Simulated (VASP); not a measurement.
# SiC3: single point with HSE06

Crystal: SiC3.

```
C Si
1.0
     2.79640    0.00000    0.00000
     0.00000    2.79640    0.00000
     0.00000    0.00000    4.09004
C Si
3 1
Direct
  0.50000 0.00000 0.78627
  0.50000 0.50000 0.00000
  0.00000 0.50000 0.21373
  0.00000 0.00000 0.50000
```

The cell was built by a generator and needn't be a form met in nature.

| Property | Result |
| --- | --- |
| Program | VASP 6.6.1 |
| Task | single point |
| Functional | HSE06 |
| Potentials or basis | VASP PAW PBE potentials, release 64 (C, Si) |
| Cutoff | 520 eV |
| k mesh | 6 × 6 × 4 |
| Occupations | gaussian, width 0.01 eV |
| Spin | no spin polarisation |

```json
{
 "Pressure": "-3.4 GPa",
 "Largest force": "0.248 eV/Å",
 "Band gap on the k mesh": "2.61 eV, indirect (least direct gap 2.89 eV)"
}
```

Forces in eV/Å, atoms in the order of the input:
```
C    0.000  0.000  0.248
C    0.000  0.000  0.000
C    0.000  0.000 -0.248
Si   0.000  0.000  0.000
```

Stress tensor (GPa, compression positive):
```
-3.35  0.00  0.00
 0.00 -3.35  0.00
 0.00  0.00 -3.62
```

Levels at points of the mesh, in eV from the valence-band top:
```
           k point  band 4  band 5  band 6  band 7  band 8  band 9  band 10  band 11  band 12  band 13
(0.00, 0.00, 0.00)   -5.87   -5.87   -0.65    0.00    0.00    2.89     3.97     6.33     6.90     6.90
(0.50, 0.00, 0.00)   -7.40   -7.06   -6.69   -4.22   -1.00    6.07     7.07     7.43     9.17    11.80
(0.50, 0.50, 0.00)   -9.34   -6.56   -5.73   -5.73   -4.31    2.61     2.61     2.95     6.26    14.62
(0.00, 0.00, 0.50)   -5.34   -5.34   -4.35   -1.59   -1.59    3.84     4.03     7.32     9.07     9.58
(0.50, 0.00, 0.50)  -11.52   -4.10   -2.86   -2.46   -0.87    4.14     7.02     7.51     7.58     9.53
(0.50, 0.50, 0.50)   -7.92   -7.87   -7.22   -7.22   -6.94    6.69     6.69     7.34    10.46    11.29
```

It took 8.6 min on 1 thread of Intel(R) Xeon(R) 6975P-C (Granite Rapids) (shared host), peak memory 0.25 GiB.

Caveat: the PAW data sets were made with another functional, which shifts forces and pressure a little. A k mesh can miss the band edges.
